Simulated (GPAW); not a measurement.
Input of a GPAW 26.7.0 run:

Contents of run.py:

```python
from ase import Atoms
from ase.dft.bandgap import bandgap
from ase.io import write
from ase.units import Bohr, GPa
from gpaw import GPAW, PW
from gpaw.elf import elf_from_dft_calculation

atoms = Atoms(['I', 'K'],
              cell=[[4.29119666, 0.0, 0.0],
                    [0.0, 4.29119666, 0.0],
                    [0.0, 0.0, 4.29119666]],
              scaled_positions=[[0.5, 0.5, 0.5],
                                [0.0, 0.0, 0.0]],
              pbc=True)

calc = GPAW(mode=PW(600),
            xc='PBE',
            kpts={'size': (6, 6, 6), 'gamma': True},
            occupations={'name': 'fermi-dirac', 'width': 0.05},
            nbands=16,
            convergence={'density': 1e-05, 'energy': 1e-05},
            maxiter=150,
            txt='gpaw.txt')
atoms.calc = calc
energy = atoms.get_potential_energy()
forces = atoms.get_forces()
stress = atoms.get_stress()
calc.write('gs.gpw')
write('result.traj', atoms)
print(f'Energy: {energy:.6f} eV')
print('Forces (eV/A):')
print(forces.round(4))
print('Stress (GPa):', (stress / GPa).round(3))
print('Fermi level:', round(calc.get_fermi_level(), 4), 'eV')
print(f'Gap: {bandgap(calc)[0]:.4f} eV, direct: {bandgap(calc, direct=True)[0]:.4f} eV')

# fields on the real-space grid
write('density.cube', atoms, data=calc.get_pseudo_density() * Bohr**3)
write('potential.cube', atoms, data=calc.get_electrostatic_potential())
write('elf.cube', atoms, data=elf_from_dft_calculation(calc).data)
```

Potentials or basis: GPAW PAW data sets (gpaw-data 1.2.1), pw.

Run with:

```bash
$ OMP_NUM_THREADS=1 python run.py
```

Question: What does it give for the pressure?

Answer: 0.5 GPa.

Question: What does it give for the band gap on the k mesh?

Answer: 3.34 eV, indirect (least direct gap 3.70 eV).

Caveat: spin-orbit coupling is left out, which moves the levels of the heavy elements. A k mesh can miss the band edges.
